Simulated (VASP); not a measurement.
# BaS (Fm-3m) in VASP: further runs

Runs on BaS. Level: PBE. Tasks: single point.

All numbers are computed with VASP 6.6.1; they aren't measurements. Logs are shortened: lines on timing, memory, paths and dates and some standing lists are left out, and cuts for length are marked.

**What was measured.**

A printed reference work, monograph, original work of 1988 reports, for a bulk crystal of BaS at 2 K: band gap 3.806 eV (indirect).

The results are compared with them further down.

## (1) The cell of the first run

Symmetry: Fm-3m, No. 225, cubic system. Conventional cell: a = 6.364 Å, b = 6.364 Å, c = 6.364 Å, α = 90.00°, β = 90.00°, γ = 90.00°. Within 4.2 Å of Ba (site symmetry m-3m) lie 6 S at 3.18 Å. Within 4.2 Å of S (site symmetry m-3m) lie 6 Ba at 3.18 Å.

## (2) Single point, PBE (volume scaled by 0.97)

INCAR

```
PREC     = Accurate       # precision mode
ENCUT    = 520            # plane-wave cutoff, eV
EDIFF    = 1E-6           # SCF threshold, eV
ISMEAR   = 0              # smearing method
SIGMA    = 0.02           # smearing width, eV
LREAL    = False          # projectors in reciprocal space
LASPH    = True           # aspherical terms in the spheres
NELM     = 60             # most SCF steps
ALGO     = Normal         # electronic algorithm
ISIF     = 2              # what is computed and relaxed
LWAVE    = False          # write WAVECAR
LCHARG   = False          # write CHGCAR
GGA      = PE             # functional
NBANDS   = 15             # bands
```

KPOINTS

```
regular mesh
0
Gamma
  8 8 8
```

POSCAR

```
BaS
1.0
    0.0000000000      3.1819218480      3.1819218480
    3.1819218480      0.0000000000      3.1819218480
    3.1819218480      3.1819218480      0.0000000000
Ba S
1 1
Direct
    0.0000000000      0.0000000000      0.0000000000
    0.5000000000      0.5000000000      0.5000000000
```

Potentials or basis: VASP PAW PBE potentials, release 64 (Ba_sv, S).

Started as:

```
cat potpaw_PBE.64/Ba_sv/POTCAR potpaw_PBE.64/S/POTCAR > POTCAR
mpirun -np 1 vasp_std > vasp.out
```

OUTCAR:

```text
PREC = Accurate
   ENCUT = 520
   EDIFF = 1E-6
   ISMEAR = 0
   LREAL = False
   LASPH = True
   NELM = 60
   ISIF = 2
   GGA = PE

 ion  position               nearest neighbor table
   1  0.000  0.000  0.000-   2 3.18   2 3.18   2 3.18   2 3.18   2 3.18   2 3.18
   2  0.500  0.500  0.500-   1 3.18   1 3.18   1 3.18   1 3.18   1 3.18   1 3.18

  LATTYP: Found a face centered cubic cell.
 ALAT       =     6.3638436960

  Lattice vectors:

 A1 = (   0.0000000000,   3.1819218480,   3.1819218480)
 A2 = (   3.1819218480,   0.0000000000,   3.1819218480)
 A3 = (   3.1819218480,   3.1819218480,   0.0000000000)

Analysis of symmetry for initial positions (statically):
=====================================================================
 Subroutine PRICEL returns:
 Original cell was already a primitive cell.

 Routine SETGRP: Setting up the symmetry group for a
 face centered cubic supercell.

 Subroutine GETGRP returns: Found 48 space group operations
 (whereof 48 operations were pure point group operations)
 out of a pool of 48 trial point group operations.

The static configuration has the point symmetry O_h .

Analysis of symmetry for dynamics (positions and initial velocities):
=====================================================================
 Subroutine PRICEL returns:
 Original cell was already a primitive cell.

 Routine SETGRP: Setting up the symmetry group for a
 face centered cubic supercell.

 Subroutine GETGRP returns: Found 48 space group operations
 (whereof 48 operations were pure point group operations)
 out of a pool of 48 trial point group operations.

The dynamic configuration has the point symmetry O_h .

 Subroutine INISYM returns: Found 48 space group operations
 (whereof 48 operations are pure point group operations),
 and found     1 'primitive' translations

----------------------------------------------------------------------------------------

                                     Primitive cell

  volume of cell :      64.4315

  direct lattice vectors                    reciprocal lattice vectors
     0.000000000  3.181921848  3.181921848    -0.157137737  0.157137737  0.157137737
     3.181921848  0.000000000  3.181921848     0.157137737 -0.157137737  0.157137737
     3.181921848  3.181921848  0.000000000     0.157137737  0.157137737 -0.157137737

  length of vectors
     4.499917032  4.499917032  4.499917032     0.272170545  0.272170545  0.272170545

  position of ions in fractional coordinates (direct lattice)
     0.000000000  0.000000000  0.000000000
     0.500000000  0.500000000  0.500000000

  ion indices of the primitive-cell ions
   primitive index   ion index
                 1           1
                 2           2

----------------------------------------------------------------------------------------

 KPOINTS: regular mesh

Automatic generation of k-mesh.
 Grid dimensions read from file:
 generate k-points for:    8    8    8

 Generating k-lattice:

  Cartesian coordinates                     Fractional coordinates (reciprocal lattice)
    -0.019642217  0.019642217  0.019642217     0.125000000  0.000000000  0.000000000
     0.019642217 -0.019642217  0.019642217     0.000000000  0.125000000  0.000000000
     0.019642217  0.019642217 -0.019642217     0.000000000  0.000000000  0.125000000

  Length of vectors
     0.034021318  0.034021318  0.034021318

  Shift w.r.t. Gamma in fractional coordinates (k-lattice)
     0.000000000  0.000000000  0.000000000

 Subroutine IBZKPT returns following result:
 ===========================================

 Found     29 irreducible k-points:

 Following reciprocal coordinates:
            Coordinates               Weight
  0.000000  0.000000  0.000000      1.000000
  0.125000  0.000000  0.000000      8.000000
  0.250000  0.000000  0.000000      8.000000
  0.375000  0.000000  0.000000      8.000000
  0.500000  0.000000  0.000000      4.000000
  0.125000  0.125000  0.000000      6.000000
[... 16 lines left out ...]
  0.500000  0.250000  0.125000     48.000000
 -0.375000  0.250000  0.125000     24.000000
 [... further k-points ...]
   k-points           NKPTS =     29   k-points in BZ     NKDIM =     29   number of bands    NBANDS=     15
   number of dos      NEDOS =    301   number of ions     NIONS =      2
   total plane-waves  NPLWV =  46656
   dimension x,y,z NGX =    36 NGY =   36 NGZ =   36
   dimension x,y,z NGXF=    72 NGYF=   72 NGZF=   72
   ions per type =               1   1
   NGX,Y,Z   is equivalent  to a cutoff of  13.30, 13.30, 13.30 a.u.
   NGXF,Y,Z  is equivalent  to a cutoff of  26.60, 26.60, 26.60 a.u.
 SYSTEM =  unknown system
   PREC   = accura    normal or accurate (medium, high low for compatibility)
   ISTART =      0    job   : 0-new  1-cont  2-samecut
   ICHARG =      2    charge: 1-file 2-atom 10-const
   ISPIN  =      1    spin polarized calculation?
   LNONCOLLINEAR =      F non collinear calculations
   LSORBIT =      F    spin-orbit coupling
[... 57 lines left out ...]
 Fermi energy:         1.6834566008

 k-point     1 :       0.0000    0.0000    0.0000
  band No.  band energies     occupation
      1     -24.5275      2.00000
      2      -9.5818      2.00000
      3      -9.5818      2.00000
      4      -9.5818      2.00000
      5      -8.8657      2.00000
      6       1.5120      2.00000
      7       1.5120      2.00000
      8       1.5120      2.00000
      9       5.1665      0.00000
     10       5.3818      0.00000
     11       5.3818      0.00000
     12       5.3818      0.00000
     13       6.3194      0.00000
     14       6.3194      0.00000
     15      10.2660      0.00000

 k-point     2 :       0.1250    0.0000    0.0000
  band No.  band energies     occupation
      1     -24.5206      2.00000
      2      -9.9071      2.00000
      3      -9.5876      2.00000
      4      -9.5876      2.00000
      5      -8.5268      2.00000
      6       1.0990      2.00000
      7       1.2969      2.00000
      8       1.2969      2.00000
      9       5.3862      0.00000
     10       5.6184      0.00000
     11       5.6184      0.00000
     12       5.7713      0.00000
     13       6.7823      0.00000
     14       6.7823      0.00000
     15      10.8973      0.00000

 k-point     3 :       0.2500    0.0000    0.0000
  band No.  band energies     occupation
      1     -24.5039      2.00000
      2     -10.3513      2.00000
      3      -9.6017      2.00000
      4      -9.6017      2.00000
      5      -8.0480      2.00000
      6       0.3509      2.00000
      7       0.8722      2.00000
      8       0.8722      2.00000
      9       5.6240      0.00000
     10       6.2798      0.00000
     11       6.2798      0.00000
     12       6.9634      0.00000
     13       7.9405      0.00000
     14       7.9405      0.00000
     15      12.1648      0.00000

 k-point     4 :       0.3750    0.0000    0.0000
  band No.  band energies     occupation
      1     -24.4871      2.00000
      2     -10.6612      2.00000
      3      -9.6155      2.00000
      4      -9.6155      2.00000
      5      -7.6998      2.00000
      6      -0.2331      2.00000
      7       0.5296      2.00000
      8       0.5296      2.00000
      9       6.2455      0.00000
     10       7.2282      0.00000
     11       7.2282      0.00000
     12       7.7193      0.00000
     13       9.3717      0.00000
     14       9.3717      0.00000
     15      11.8343      0.00000
[... 307 lines left out ...]
 k-point    22 :       0.3750    0.2500    0.1250
  band No.  band energies     occupation
      1     -24.4917      2.00000
      2     -10.3732      2.00000
      3      -9.7204      2.00000
      4      -9.6321      2.00000
      5      -8.0405      2.00000
      6       0.1097      2.00000
      7       0.8068      2.00000
      8       1.2133      2.00000
      9       4.8921      0.00000
     10       6.6172      0.00000
     11       7.0358      0.00000
     12       7.6003      0.00000
     13       7.7964      0.00000
     14       9.7109      0.00000
     15      11.8434      0.00000

 k-point    23 :       0.5000    0.2500    0.1250
  band No.  band energies     occupation
      1     -24.4784      2.00000
      2     -10.5033      2.00000
      3      -9.7739      2.00000
      4      -9.6657      2.00000
      5      -7.9286      2.00000
      6       0.0402      2.00000
      7       0.5797      2.00000
      8       0.9697      2.00000
      9       5.3908      0.00000
     10       7.1581      0.00000
     11       7.6996      0.00000
     12       7.8717      0.00000
     13       9.0524      0.00000
     14      10.3176      0.00000
     15      10.9901      0.00000

 k-point    24 :      -0.3750    0.2500    0.1250
  band No.  band energies     occupation
      1     -24.4729      2.00000
      2     -10.5543      2.00000
      3      -9.7840      2.00000
      4      -9.6908      2.00000
      5      -7.8868      2.00000
      6       0.0126      2.00000
      7       0.6359      2.00000
      8       0.7194      2.00000
      9       6.2196      0.00000
     10       6.4017      0.00000
     11       8.2159      0.00000
     12       8.4650      0.00000
     13       9.4212      0.00000
     14      10.3411      0.00000
     15      11.0387      0.00000

 [... further k-points ...]
[... 5 lines left out ...]
  --------------------------------------------------------------------------------------
  -------------------------------------------------------------------------------------
  Total        0.7924555      0.7924555      0.7924555     -0.0000000     -0.0000000      0.0000000
  in kB       19.7054770     19.7054770     19.7054770     -0.0000000     -0.0000000      0.0000000
  external PRESSURE =      19.7054770 kB  Pullay stress =       0.0000000 kB

 VOLUME and BASIS-vectors are now :
 -----------------------------------------------------------------------------
  energy-cutoff  :      520.00
  volume of cell :       64.43
      direct lattice vectors                 reciprocal lattice vectors
     0.000000000  3.181921848  3.181921848    -0.157137737  0.157137737  0.157137737
     3.181921848  0.000000000  3.181921848     0.157137737 -0.157137737  0.157137737
     3.181921848  3.181921848  0.000000000     0.157137737  0.157137737 -0.157137737

 POSITION                                       TOTAL-FORCE (eV/Angst)
 -----------------------------------------------------------------------------------
      0.00000      0.00000      0.00000        -0.000000      0.000000     -0.000000
      3.18192      3.18192      3.18192         0.000000     -0.000000      0.000000
 -----------------------------------------------------------------------------------
    total drift:                                0.000000      0.000000      0.000000

  FREE ENERGIE OF THE ION-ELECTRON SYSTEM (eV)
  ---------------------------------------------------
  free  energy   TOTEN  =       -10.1770085445 eV

  energy  without entropy=      -10.1770085445  energy(sigma->0) =      -10.17700854
```

It took 15 s on 1 thread of Intel Xeon 6975P-C (Granite Rapids), shared host; peak memory 0.21 GiB.

Results:

```
Free energy            : -10.1770 eV
Pressure               : 2.0 GPa
Band gap on the k mesh : 2.09 eV, indirect (least direct gap 2.22 eV)
```

Caveat: the cell differs from its parent crystal (volume scaled by 0.97); spin-orbit coupling is left out, which moves the levels of the heavy elements.

## (3) Single point, PBE

This run uses another cell than the first one, of 33.21 Å³/atom, 1.031 times its volume.

INCAR

```
ALGO     = Normal         # electronic algorithm
EDIFF    = 1E-6           # SCF threshold, eV
ENCUT    = 520            # plane-wave cutoff, eV
GGA      = PE             # functional
ISIF     = 2              # what is computed and relaxed
ISMEAR   = 0              # smearing method
LASPH    = True           # aspherical terms in the spheres
LCHARG   = True           # write CHGCAR
LELF     = True           # ELF
LREAL    = False          # projectors in reciprocal space
LVHAR    = True         
LWAVE    = False          # write WAVECAR
NBANDS   = 15             # bands
NELM     = 100            # most SCF steps
PREC     = Accurate       # precision mode
SIGMA    = 0.02           # smearing width, eV
```

KPOINTS

```
k-points
0
Gamma
  8 8 8
```

POSCAR

```
BaS
1.0
    0.0000000000      3.2143926810      3.2143926810
    3.2143926810      0.0000000000      3.2143926810
    3.2143926810      3.2143926810      0.0000000000
Ba S
1 1
Direct
    0.0000000000      0.0000000000      0.0000000000
    0.5000000000      0.5000000000      0.5000000000
```

Potentials or basis: VASP PAW PBE potentials, release 64 (Ba_sv, S).

Started as:

```
cat potpaw_PBE.64/Ba_sv/POTCAR potpaw_PBE.64/S/POTCAR > POTCAR
mpirun -np 1 vasp_std > vasp.out
```

It took 16 s on 1 thread of Intel Xeon 6975P-C (Granite Rapids), shared host; peak memory 0.21 GiB.

It converged, with:

```
Free energy            : -10.1927 eV
Pressure               : 0.5 GPa
Band gap on the k mesh : 2.14 eV, indirect (least direct gap 2.29 eV)
```

Levels at points of the mesh, in eV from the valence-band top:
```tsv
k point	band 4	band 5	band 6	band 7	band 8	band 9	band 10	band 11	band 12	band 13
(0.00, 0.00, 0.00)	-11.19	-10.33	0.00	0.00	0.00	3.51	3.87	3.87	3.87	4.77
(0.50, 0.00, 0.00)	-11.23	-9.18	-1.89	-1.05	-1.05	5.48	5.63	6.23	6.23	8.78
(0.50, 0.50, 0.00)	-11.37	-10.24	-0.54	-0.15	-0.15	2.14	5.88	5.91	7.39	7.39
```

Caveat: spin-orbit coupling is left out, which moves the levels of the heavy elements.

## (4) Single point, PBE (volume scaled by 1.03)

INCAR

```
PREC     = Accurate       # precision mode
ENCUT    = 520            # plane-wave cutoff, eV
EDIFF    = 1E-7           # SCF threshold, eV
ISMEAR   = 0              # smearing method
SIGMA    = 0.02           # smearing width, eV
LREAL    = F              # projectors in reciprocal space
LASPH    = T              # aspherical terms in the spheres
NELM     = 80             # most SCF steps
ALGO     = Normal         # electronic algorithm
ISIF     = 2              # what is computed and relaxed
LWAVE    = F              # write WAVECAR
LCHARG   = T              # write CHGCAR
GGA      = PE             # functional
LELF     = T              # ELF
LVHAR    = T            
NBANDS   = 15             # bands
```

KPOINTS

```
Automatic mesh
0
Gamma
  8 8 8
```

POSCAR

```
BaS
1.0
    0.0000000000      3.2462204210      3.2462204210
    3.2462204210      0.0000000000      3.2462204210
    3.2462204210      3.2462204210      0.0000000000
Ba S
1 1
Direct
    0.0000000000      0.0000000000      0.0000000000
    0.5000000000      0.5000000000      0.5000000000
```

Started as:

```
cat potpaw_PBE.64/Ba_sv/POTCAR potpaw_PBE.64/S/POTCAR > POTCAR
mpirun -np 1 vasp_std > vasp.out
```

Wall time 18 s (1 thread of Intel Xeon 6975P-C (Granite Rapids), shared host); peak memory 0.21 GiB.

It converged, with:

| Property | Result |
| --- | --- |
| Free energy | -10.1920 eV |
| Pressure | -0.7 GPa |
| Band gap on the k mesh | 2.18 eV, indirect (least direct gap 2.34 eV) |

Levels at points of the mesh, in eV from the valence-band top:
```
           k point  band 4  band 5  band 6  band 7  band 8  band 9  band 10  band 11  band 12  band 13
(0.00, 0.00, 0.00)  -11.29  -10.29    0.00    0.00    0.00    3.37     3.86     3.86     3.86     4.73
(0.50, 0.00, 0.00)  -11.33   -9.26   -1.83   -1.00   -1.00    5.37     5.54     6.12     6.12     8.55
(0.50, 0.50, 0.00)  -11.45  -10.19   -0.57   -0.16   -0.16    2.18     5.74     5.80     7.23     7.23
```

Caveat: the cell differs from its parent crystal (volume scaled by 1.03); spin-orbit coupling is left out, which moves the levels of the heavy elements.

## (5) Single point, PBE (volume scaled by 1.06)

INCAR

```
SYSTEM = BaS
  ALGO = Normal
  EDIFF = 1E-7
  ENCUT = 520
  GGA = PE
  ISIF = 2
  ISMEAR = 0
  LASPH = .True.
  LCHARG = .False.
  LREAL = .False.
  LWAVE = .False.
  NBANDS = 15
  NELM = 80
  PREC = Accurate
  SIGMA = 0.02
```

KPOINTS

```
k-points
0
Gamma
  8 8 8
  0 0 0
```

POSCAR

```
BaS
1.0
    0.0000000000      3.2774359938      3.2774359938
    3.2774359938      0.0000000000      3.2774359938
    3.2774359938      3.2774359938      0.0000000000
Ba S
1 1
Direct
    0.0000000000      0.0000000000      0.0000000000
    0.5000000000      0.5000000000      0.5000000000
```

Started as:

```
cat potpaw_PBE.64/Ba_sv/POTCAR potpaw_PBE.64/S/POTCAR > POTCAR
mpirun -np 1 vasp_std > vasp.out
```

It took 20 s on 1 thread of Intel Xeon 6975P-C (Granite Rapids), shared host; peak memory 0.21 GiB.

It converged, with:

| Property | Result |
| --- | --- |
| Free energy | -10.1773 eV |
| Pressure | -1.7 GPa |
| Band gap on the k mesh | 2.22 eV, indirect (least direct gap 2.39 eV) |

Levels at points of the mesh, in eV from the valence-band top:
| k point | band 5 | band 6 | band 7 | band 8 | band 9 | band 10 | band 11 | band 12 |
| --- | --- | --- | --- | --- | --- | --- | --- | --- |
| (0.00, 0.00, 0.00) | -10.25 | 0.00 | 0.00 | 0.00 | 3.23 | 3.84 | 3.84 | 3.84 |
| (0.50, 0.00, 0.00) | -9.33 | -1.77 | -0.95 | -0.95 | 5.28 | 5.45 | 6.01 | 6.01 |
| (0.50, 0.50, 0.00) | -10.15 | -0.59 | -0.17 | -0.17 | 2.22 | 5.57 | 5.73 | 7.08 |

Caveat: the cell differs from its parent crystal (volume scaled by 1.06); spin-orbit coupling is left out, which moves the levels of the heavy elements. A k mesh can miss the band edges.

## (6) The runs side by side

| cell | gap on the mesh (eV) | pressure (GPa) |
| --- | --- | --- |
| a = 4.500 Å, angles 60.0°, 2 atoms | 2.09 | 2.0 |
| a = 4.546 Å, angles 60.0°, 2 atoms | 2.14 | 0.5 |
| a = 4.591 Å, angles 60.0°, 2 atoms | 2.18 | -0.7 |
| a = 4.635 Å, angles 60.0°, 2 atoms | 2.22 | -1.7 |

Alike in all rows: task single point; level PBE; potentials or basis VASP PAW PBE potentials, release 64 (Ba_sv, S); no spin polarisation; k mesh 8 × 8 × 8; cutoff (eV) 520; smearing gaussian 0.02 eV.

Caveats: spin-orbit coupling is left out, which moves the levels of the heavy elements.

Absolute energies hang on the potentials; compare differences alone.

## (7) Against experiment

Step 3. Against the measured gap of BaS, 3.806 eV (indirect; 2 K; a printed reference work, monograph, original work of 1988), the calculated 2.14 eV is off by -1.67 eV. Spin-orbit coupling on Ba is left out. The value is that of PBE on a finite k mesh, which can miss the band edges, without temperature or zero-point motion. Semilocal functionals fall short of measured gaps as a rule.
